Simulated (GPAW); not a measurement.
# CuI (P4/nmm) in GPAW: tuning split over ranks

Aim: find the choice of split over ranks that runs CuI fastest, at PBE. This setting moves, with any that are tied to it; all else stays.

All numbers are computed with GPAW 26.7.0; they aren't measurements. Logs are shortened: lines on timing, memory, paths and dates and some standing lists are left out, and cuts for length are marked. The log counts tension as positive stress, the text compression.

### Step 1. Starting point

The structure is tetragonal, space group P4/nmm (No. 129). Conventional cell: a = 4.090 Å, b = 4.090 Å, c = 6.551 Å, α = 90.00°, β = 90.00°, γ = 90.00°. I (site symmetry 4mm) is surrounded by 4 Cu at 2.65 Å. Cu (site symmetry -4m2) is surrounded by 4 I at 2.65 Å and 4 Cu at 2.89 Å.

Measurements of this composition are mostly on another form, of space group No. 216.

### Step 2. With split over ranks default

run.py

```python
from ase import Atoms
from ase.dft.bandgap import bandgap
from ase.io import write
from ase.units import GPa
from ase.parallel import parprint
from gpaw import GPAW, PW

atoms = Atoms(['I', 'I', 'Cu', 'Cu'],
              cell=[[4.09019619, 0.0, 0.0],
                    [0.0, 4.09019619, 0.0],
                    [0.0, 0.0, 6.55145804]],
              scaled_positions=[[0.0, 0.5, 0.74303436],
                                [0.5, 0.0, 0.25696564],
                                [0.0, 0.0, 0.0],
                                [0.5, 0.5, 0.0]],
              pbc=True)

calc = GPAW(mode=PW(600),
            xc='PBE',
            kpts={'size': (7, 7, 4), 'gamma': True},
            occupations={'name': 'fermi-dirac', 'width': 0.05},
            nbands=34,
            convergence={'density': 1e-05, 'energy': 1e-05},
            maxiter=100,
            txt='gpaw.txt')
atoms.calc = calc
energy = atoms.get_potential_energy()
forces = atoms.get_forces()
stress = atoms.get_stress()
calc.write('gs.gpw')
write('result.traj', atoms)
parprint(f'Energy: {energy:.6f} eV')
parprint('Forces (eV/A):')
parprint(forces.round(4))
parprint('Stress (GPa):', (stress / GPa).round(3))
parprint('Fermi level:', round(calc.get_fermi_level(), 4), 'eV')
parprint(f'Gap: {bandgap(calc)[0]:.4f} eV, direct: {bandgap(calc, direct=True)[0]:.4f} eV')
```

Potentials or basis: GPAW PAW data sets (gpaw-data 1.2.1), pw.

The run is started by

```console
$ OMP_NUM_THREADS=1 mpirun -n 8 gpaw python run.py
```

gpaw.txt:

```text
__  _  _
 | _ |_)|_||  |
 |__||  | ||/\| - 26.7.0

Input parameters:
  mode=PW(ecut=600.0),
  convergence={'density': 1e-05, 'energy': 1e-05},
  kpts=MonkhorstPack(size=(7, 7, 4), gamma=True),
  maxiter=100,
  nbands=34,
  occupations=Occupations(name='fermi-dirac', width=0.05),
  xc=XC(name='PBE')

Diagonalizing LCAO Hamiltonian
Converting LCAO to pw mode
    .---------.
   /|         |
  / |         |
 *  |         |
 |I |         |
 |  |         |
 |  |         |
 |  |         |
 |  .---------.
 | /  I      /
 |/    Cu   /
 Cu--------*

Atoms  # Å, Bohr magnetons
|   | symbol |        x |        y |        z |    initial magnetic moments |
|---|--------|----------|----------|----------|-----------------------------|
| 0 |      I | 0.000000 | 2.045098 | 4.867958 | ( 0.0000,  0.0000,  0.0000) |
| 1 |      I | 2.045098 | 0.000000 | 1.683500 | ( 0.0000,  0.0000,  0.0000) |
| 2 |     Cu | 0.000000 | 0.000000 | 0.000000 | ( 0.0000,  0.0000,  0.0000) |
| 3 |     Cu | 2.045098 | 2.045098 | 0.000000 | ( 0.0000,  0.0000,  0.0000) |

Unit cell  # Å
| periodic |        x |        y |        z |  lengths |    angles |
|----------|----------|----------|----------|----------|-----------|
|      yes | 4.090196 | 0.000000 | 0.000000 | 4.090196 | 90.000000 |
|      yes | 0.000000 | 4.090196 | 0.000000 | 4.090196 | 90.000000 |
|      yes | 0.000000 | 0.000000 | 6.551458 | 6.551458 | 90.000000 |

Number of symmetries: 8
Symmetry operations  # r_c * U_cc + t_c -> r_c
|   | kind |            matrix            |
|---|------|------------------------------|
| 0 |  E   |  1, 0, 0,  0, 1, 0,  0, 0, 1 |
| 1 |  σ   |  1, 0, 0,  0,-1, 0,  0, 0, 1 |
| 2 |  C2  |  0, 1, 0,  1, 0, 0,  0, 0,-1 |
| 3 |  S4  |  0, 1, 0, -1, 0, 0,  0, 0,-1 |
| 4 |  S4  |  0,-1, 0,  1, 0, 0,  0, 0,-1 |
| 5 |  C2  |  0,-1, 0, -1, 0, 0,  0, 0,-1 |
| 6 |  σ   | -1, 0, 0,  0, 1, 0,  0, 0, 1 |
| 7 |  C2  | -1, 0, 0,  0,-1, 0,  0, 0, 1 |

BZ-sampling:
  Number of BZ points: 196
  Number of IBZ points: 30

  Monkhorst-Pack size: [7, 7, 4]
  Monkhorst-Pack shift: [0.0, 0.0, 0.125]

K-points  # in reciprocal-cell coordinates
[... 108 lines left out ...]
  Fermi-Dirac:
    width: 0.0500  # eV

poisson solver:
  ecut: 4800.0  # eV

xc functional:
  name: PBE with 2 nearest neighbor stencil

convergence criteria:
- Maximum integral of absolute [dens]ity change: 1e-05 electrons / valence electron
- Maximum [total energy] change in last 3 cyles: 1e-05 eV / valence electron
- Maximum integral of absolute [eigenst]ate change: 4e-08 eV^2 / valence electron
maximum number of iterations: 100

SCF iterations
|iter     | |      energy | eigst |  dens |
|---------|-|-------------|-------|-------|
|iter:   1| |  -11.415834 | +0.19 |       |
|iter:   2| |  -11.198113 | -2.00 | -1.26 |
|iter:   3| |  -10.875071 | -1.73 | -1.34 |
|iter:   4| |  -10.866418 | -3.83 | -1.76 |
|iter:   5| |  -10.860545 | -3.60 | -1.95 |
|iter:   6| |  -10.860446 | -4.84 | -2.58 |
|iter:   7| |  -10.860459c| -5.59 | -3.36 |
|iter:   8| |  -10.860451c| -6.05 | -3.57 |
|iter:   9| |  -10.860453c| -7.52c| -3.98 |
|iter:  10| |  -10.860453c| -7.84c| -4.42 |
|iter:  11| |  -10.860453c| -8.45c| -5.12c|

Converged in 11 steps
Energy contributions relative to reference atoms: (reference = -477124.495015)

Energy contributions:
  Kinetic:           5.255911
  Coulomb:          -6.074774
  Zero:             -0.004848
  External:          0.000000
  Xc:              -10.036743
  Entropy:          -0.000000
  Spinorbit:         0.000000
  ----------------------------
  Free energy:     -10.860453
  Extrapolated:    -10.860453

dipole moment: (-28.707232, -28.707232, -27.843361)  # |e|*Ang

Fermi level: 5.301
Eigenvalues  # (at kpt = [0.000, 0.000, 0.000])
| band index |      eig [eV] | occ [0-2] |
|------------|---------------|-----------|
|          0 |        -9.457 |     2.000 |
|        ... |               |           |
|         10 |         2.635 |     2.000 |
|         11 |         2.999 |     2.000 |
|         12 |         3.123 |     2.000 |
|         13 |         3.123 |     2.000 |
|         14 |         3.328 |     2.000 |
|         15 |         3.669 |     2.000 |
[... 8 lines left out ...]
|         24 |        12.939 |     0.000 |
|         25 |        13.418 |     0.000 |
|        ... |               |           |
|         33 |        17.337 |     0.000 |

Gap: 1.608 eV
Transition (v -> c):
  (s=0, k=0, n=17, [0.00, 0.00, 0.00]) -> (s=0, k=0, n=18, [0.00, 0.00, 0.00])
No difference between direct/indirect transitions

Forces  # eV/Ang
|       x |       y |        z |
|---------|---------|----------|
| 0.00000 | 0.00000 | -0.29661 |  # I    0
| 0.00000 | 0.00000 |  0.29661 |  # I    1
| 0.00000 | 0.00000 |  0.00000 |  # Cu   2
| 0.00000 | 0.00000 |  0.00000 |  # Cu   3

Stress tensor  # eV/Ang^3
|         x |         y |         z |
|-----------|-----------|-----------|
| -0.011318 |  0.000000 |  0.000000 |
|  0.000000 | -0.011318 |  0.000000 |
|  0.000000 |  0.000000 | -0.013741 |

# Writing to gs.gpw (mode='')
```

stdout:

```text
Energy: -10.860453 eV
Forces (eV/A):
[[ 0.      0.     -0.2966]
 [ 0.      0.      0.2966]
 [ 0.      0.      0.    ]
 [ 0.      0.      0.    ]]
Stress (GPa): [-1.813 -1.813 -2.202  0.     0.     0.   ]
Fermi level: 5.3015 eV
Gap: 1.6082 eV, direct: 1.6082 eV
```

Run time: 19 s. Hardware: 8 MPI ranks of Arm Neoverse N1, host not shared; peak memory 0.2 GiB.

What came out:

| Quantity | Value |
| --- | --- |
| Free energy | -10.8605 eV |
| Pressure | 1.9 GPa |
| Largest force | 0.297 eV/Å |
| Band gap on the k mesh | 1.61 eV, direct |

### Step 3. With split over ranks domain=1 band=1

Edit run.py of step 2 so:

```diff
@@ -23,2 +23,3 @@
             convergence={'density': 1e-05, 'energy': 1e-05},
+            parallel={'domain': 1, 'band': 1},
             maxiter=100,
```

Potentials or basis: GPAW PAW data sets (gpaw-data 1.2.1), pw.

The run is started by

```console
$ OMP_NUM_THREADS=1 mpirun -n 8 gpaw python run.py
```

Wall time 19 s (8 MPI ranks of Arm Neoverse N1, host not shared); peak memory 0.2 GiB.

Results (log left out):

```yaml
Free_energy: -10.8605 eV
Pressure: 1.9 GPa
Largest_force: 0.297 eV/Å
Band_gap_on_the_k_mesh: 1.61 eV, direct
```

### Step 4. With split over ranks kpt=1 band=1

Edit run.py of step 3 so:

```diff
@@ -23,3 +23,3 @@
             convergence={'density': 1e-05, 'energy': 1e-05},
-            parallel={'domain': 1, 'band': 1},
+            parallel={'kpt': 1, 'band': 1},
             maxiter=100,
```

The run is started by

```console
$ OMP_NUM_THREADS=1 mpirun -n 8 gpaw python run.py
```

Wall time 27 s (8 MPI ranks of Arm Neoverse N1, host not shared); peak memory 0.18 GiB.

The run converged. Its results:

```yaml
Free_energy: -10.8605 eV
Pressure: 1.9 GPa
Largest_force: 0.297 eV/Å
Band_gap_on_the_k_mesh: 1.61 eV, direct
```

### Step 5. With split over ranks kpt=1 domain=1

Edit run.py of step 4 so:

```diff
@@ -23,3 +23,3 @@
             convergence={'density': 1e-05, 'energy': 1e-05},
-            parallel={'kpt': 1, 'band': 1},
+            parallel={'kpt': 1, 'domain': 1},
             maxiter=100,
```

The run is started by

```console
$ OMP_NUM_THREADS=1 mpirun -n 8 gpaw python run.py
```

Wall time 45 s (8 MPI ranks of Arm Neoverse N1, host not shared); peak memory 0.23 GiB.

Results (log left out):

| Property | Result |
| --- | --- |
| Free energy | -10.8605 eV |
| Pressure | 1.9 GPa |
| Largest force | 0.296 eV/Å |
| Band gap on the k mesh | 1.61 eV, direct |

### Step 6. With split over ranks domain=1 band=2

Edit run.py of step 5 so:

```diff
@@ -23,3 +23,3 @@
             convergence={'density': 1e-05, 'energy': 1e-05},
-            parallel={'kpt': 1, 'domain': 1},
+            parallel={'domain': 1, 'band': 2},
             maxiter=100,
```

Potentials or basis: GPAW PAW data sets (gpaw-data 1.2.1), pw.

The run is started by

```console
$ OMP_NUM_THREADS=1 mpirun -n 8 gpaw python run.py
```

Wall time 28 s (8 MPI ranks of Arm Neoverse N1, host not shared); peak memory 0.2 GiB.

It converged, with:

| Quantity | Value |
| --- | --- |
| Free energy | -10.8605 eV |
| Pressure | 1.9 GPa |
| Largest force | 0.297 eV/Å |
| Band gap on the k mesh | 1.61 eV, direct |

### Step 7. With split over ranks domain=2 band=1

Edit run.py of step 6 so:

```diff
@@ -23,3 +23,3 @@
             convergence={'density': 1e-05, 'energy': 1e-05},
-            parallel={'domain': 1, 'band': 2},
+            parallel={'domain': 2, 'band': 1},
             maxiter=100,
```

The run is started by

```console
$ OMP_NUM_THREADS=1 mpirun -n 8 gpaw python run.py
```

It took 21 s on 8 MPI ranks of Arm Neoverse N1, host not shared; peak memory 0.19 GiB.

The run converged. Its results:

| Property | Result |
| --- | --- |
| Free energy | -10.8605 eV |
| Pressure | 1.9 GPa |
| Largest force | 0.297 eV/Å |
| Band gap on the k mesh | 1.61 eV, direct |

### Step 8. With split over ranks domain=4 band=1

Edit run.py of step 7 so:

```diff
@@ -23,3 +23,3 @@
             convergence={'density': 1e-05, 'energy': 1e-05},
-            parallel={'domain': 2, 'band': 1},
+            parallel={'domain': 4, 'band': 1},
             maxiter=100,
```

The run is started by

```console
$ OMP_NUM_THREADS=1 mpirun -n 8 gpaw python run.py
```

It took 22 s on 8 MPI ranks of Arm Neoverse N1, host not shared; peak memory 0.18 GiB.

The run converged. Its results:

```
Free energy            : -10.8605 eV
Pressure               : 1.9 GPa
Largest force          : 0.297 eV/Å
Band gap on the k mesh : 1.61 eV, direct
```

### Step 9. With split over ranks sl_auto=True

Edit run.py of step 8 so:

```diff
@@ -23,3 +23,3 @@
             convergence={'density': 1e-05, 'energy': 1e-05},
-            parallel={'domain': 4, 'band': 1},
+            parallel={'sl_auto': True},
             maxiter=100,
```

Potentials or basis: GPAW PAW data sets (gpaw-data 1.2.1), pw.

The run is started by

```console
$ OMP_NUM_THREADS=1 mpirun -n 8 gpaw python run.py
```

It took 19 s on 8 MPI ranks of Arm Neoverse N1, host not shared; peak memory 0.2 GiB.

The run converged. Its results:

```yaml
Free_energy: -10.8605 eV
Pressure: 1.9 GPa
Largest_force: 0.297 eV/Å
Band_gap_on_the_k_mesh: 1.61 eV, direct
```

### Step 10. With split over ranks augment_grids=True

Edit run.py of step 9 so:

```diff
@@ -23,3 +23,3 @@
             convergence={'density': 1e-05, 'energy': 1e-05},
-            parallel={'sl_auto': True},
+            parallel={'augment_grids': True},
             maxiter=100,
```

The run is started by

```console
$ OMP_NUM_THREADS=1 mpirun -n 8 gpaw python run.py
```

Run time: 19 s. Hardware: 8 MPI ranks of Arm Neoverse N1, host not shared; peak memory 0.2 GiB.

The run converged. Its results:

```
Free energy            : -10.8605 eV
Pressure               : 1.9 GPa
Largest force          : 0.297 eV/Å
Band gap on the k mesh : 1.61 eV, direct
```

### Step 11. With split over ranks augment_grids=True sl_auto=True

Edit run.py of step 10 so:

```diff
@@ -23,3 +23,3 @@
             convergence={'density': 1e-05, 'energy': 1e-05},
-            parallel={'augment_grids': True},
+            parallel={'augment_grids': True, 'sl_auto': True},
             maxiter=100,
```

The run is started by

```console
$ OMP_NUM_THREADS=1 mpirun -n 8 gpaw python run.py
```

Run time: 19 s. Hardware: 8 MPI ranks of Arm Neoverse N1, host not shared; peak memory 0.21 GiB.

Results (log left out):

* Free energy: -10.8605 eV
* Pressure: 1.9 GPa
* Largest force: 0.297 eV/Å
* Band gap on the k mesh: 1.61 eV, direct

### Step 12. Result

```tsv
split over ranks	energy less the last converged row (meV/atom)	SCF cycles	wall time (s)
default	0.00	11	19
domain=1 band=1	0.00	11	19
kpt=1 band=1	0.00	11	27
kpt=1 domain=1	0.00	19	45
domain=1 band=2	0.00	17	28
domain=2 band=1	0.00	11	21
domain=4 band=1	0.00	11	22
sl_auto=True	0.00	11	19
augment_grids=True	0.00	11	19
augment_grids=True sl_auto=True	0.00	11	19
```

Fastest here: default (19 s), level within noise with domain=1 band=1, domain=2 band=1, domain=4 band=1, sl_auto=True, augment_grids=True, augment_grids=True sl_auto=True; slowest of those that converged: kpt=1 domain=1 (45 s). These are single runs, one after another on one machine, so differences under about a fifth mean little.

Caveats: with this Cu data set, volumes or pressures lay over 1.5 % or 2 GPa off other programs in two to four cells of ten; spin-orbit coupling is left out, which moves the levels of the heavy elements; this functional lacks dispersion, which binds the layers, so the pressure and a relaxed spacing across them are unreliable.
